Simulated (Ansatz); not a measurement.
**Al2Pt: how the settings move a single-point run**

Aim: see which settings change the result for Al2Pt, by how much, and at what cost.

Method: reference: DFT, PBE, all-electron PAW with datasets made for the crystal, scalar-relativistic, in Ansatz 0.2.0.

### Step 1. The structure to begin with

The structure is cubic, space group Fm-3m (No. 225). The conventional cell has a = 5.910 Å, b = 5.910 Å, c = 5.910 Å, α = 90.00°, β = 90.00°, γ = 90.00°. Around Al (site symmetry -43m) lie 4 Pt at 2.56 Å. Around Pt (site symmetry m-3m) lie 8 Al at 2.56 Å.

Coordinates:

```cif
data_structure
_symmetry_space_group_name_H-M 'Fm-3m'
_symmetry_Int_Tables_number 225
_cell_length_a 5.9100
_cell_length_b 5.9100
_cell_length_c 5.9100
_cell_angle_alpha 90.000
_cell_angle_beta 90.000
_cell_angle_gamma 90.000
_cell_volume 206.43
loop_
_atom_site_label
_atom_site_type_symbol
_atom_site_symmetry_multiplicity
_atom_site_Wyckoff_symbol
_atom_site_fract_x
_atom_site_fract_y
_atom_site_fract_z
_atom_site_occupancy
Al1 Al 8 c 0.25000 0.75000 0.75000 1
Pt1 Pt 4 a 0.00000 0.00000 0.00000 1
```

### Step 2. The reference run

File input.yaml:

```yaml
crystal:
  lattice:
    - [0.0, 2.955, 2.955]
    - [2.955, 0.0, 2.955]
    - [2.955, 2.955, 0.0]
  atoms:
    - { symbol: Al, position: [0.25, 0.25, 0.25] }
    - { symbol: Al, position: [0.75, 0.75, 0.75] }
    - { symbol: Pt, position: [0.0, 0.0, 0.0] }
kpoints:
  mp_grid: { grid: [9, 9, 9] }
scf:
  occupations: { method: fermi_dirac, width: 0.05 }
hamiltonian:
  xc: pbe
  pseudopotentials: { kind: all_electron, datasets: crystal }
output:
  forces: true
  stress: true
  eigenvalues: true
  efg: { contact_densities: true }
```

The run is started by

```sh
$ ansatz run input.yaml --threads 1 --pin off --max-ram 3072MiB --backend cpu --events-out ev --progress --plain --runs-dir out
```

Excerpt of the output:

```text
[...]
Basis set: ecut = 260 eV, 531 PW (Γ), exchange–correlation on 48×48×48 points (8 copies of the dense FFT grid, shifted against one another)
[...]
k-points: 35 of 729
[...]
SCF iter   1: F=—  HF=-514175.641577 eV  |F-HF|=—  |Δ(HF+E_count)|=         —  Δρ=8.36e-2  dr2=3.65e0  ethr=2.05e-2  ⟨swp⟩=2.5  Hψ=2554  notcnv=0
preconditioner: auto → Kerker (q_TF=auto, 2.245 Å⁻¹)  [metal: Δε(μ)=0.023 eV  Ē_g=8.038 eV  σ=0.050 eV  W_gap=0.11  n_scr=14 (ndim 8)  ℏωp=20.7 eV  f_vac=0.000  D(μ)=1.06/eV (n_scr^D=8)]
SCF iter   2: F=—  HF=-514175.167874 eV  |F-HF|=—  |Δ(HF+E_count)|=   4.74e-1  Δρ=3.38e-2  dr2=5.22e-1  ethr=2.05e-2  ⟨swp⟩=2.0  Hψ=840  notcnv=0
[...]
SCF iter   8: F=—  HF=-514175.027232 eV  |F-HF|=—  |Δ(HF+E_count)|=   1.44e-6  Δρ=3.59e-5  dr2=1.28e-6  ethr=1.67e-7  ⟨swp⟩=2.6  Hψ=734  notcnv=0
SCF iter   9: F=-514175.027233 eV  HF=-514175.027233 eV  |F-HF|=2.52e-8  |Δ(HF+E_count)|=   7.43e-7  Δρ=8.35e-6  dr2=5.59e-8  ethr=8.00e-9  ⟨swp⟩=3.0  Hψ=893  notcnv=0
[...]
SCF converged after 9 iterations
Free energy (F): -514175.027234 eV
[...]
E sigma→0 (E₀):  -514175.023604 eV
[...]
Fermi energy:    14.283035 eV
[...]
  P = ⅓ Tr σ = 2.3914 GPa (23.914 kbar)
[...]
```

Run time: 3.2 s. Hardware: 1 thread of AMD EPYC 9R45 (Zen 5), shared host; peak memory 0.5 GiB.

### Step 3. A run with other settings

Edit input.yaml of step 2 so:

```diff
@@ -10,5 +10,6 @@
 kpoints:
-  mp_grid: { grid: [9, 9, 9] }
+  mp_grid: { grid: [14, 14, 14] }
 scf:
   occupations: { method: fermi_dirac, width: 0.05 }
+  lower_state_search: standard
 hamiltonian:
@@ -21 +22,2 @@
   efg: { contact_densities: true }
+accuracy: high
```

The run is started by

```sh
$ ansatz run input.yaml --threads 1 --pin off --max-ram 3072MiB --backend cpu --events-out ev --progress --plain --runs-dir out
```

What it wrote:

```text
Error: hamiltonian.pseudopotentials.datasets: crystal, beside a feature not held to (accuracy, as the run sets its own cutoffs) — the datasets of this kind: all_electron run are made for its crystal, and no such run has been held to what stands beside, or a reason given rules it out; change each as told or leave it out, or set another kind (and leave the keys of all_electron out)
```

It took 0.03 s on 1 thread of AMD EPYC 9R45 (Zen 5), shared host; peak memory 0.05 GiB.

### Step 4. Diagnosis

The program refused the input before any cycle. The line that matters: «hamiltonian.pseudopotentials.datasets: crystal, beside a feature not held to (accuracy, as the run sets its own cutoffs) — the datasets of this kind: all_electron run are made for its crystal ...»

### Step 5. Comparison

```
                                                                     run     ending  energy change  cycles    time
                                                               reference  converged              -       9   3.2 s
1: mp_grid.grid [14, 14, 14], lower_state_search standard, accuracy high    refused              -       -  0.03 s
```

Residual by cycle in the longest SCF loop of each run; runs are numbered as in the table. The quantity is the density residual dr2, in eV.

```
cycle  reference
    1       3.65
    2      0.522
    3     0.0638
    4    0.00818
    5     5.8e-4
    6     1.9e-4
    7     2.7e-5
    8     1.3e-6
    9     5.6e-8
```

**Reading.** With the changed k-point mesh, search for lower states and accuracy level the run ends refused. 1 of the 1 altered inputs did not end normally.
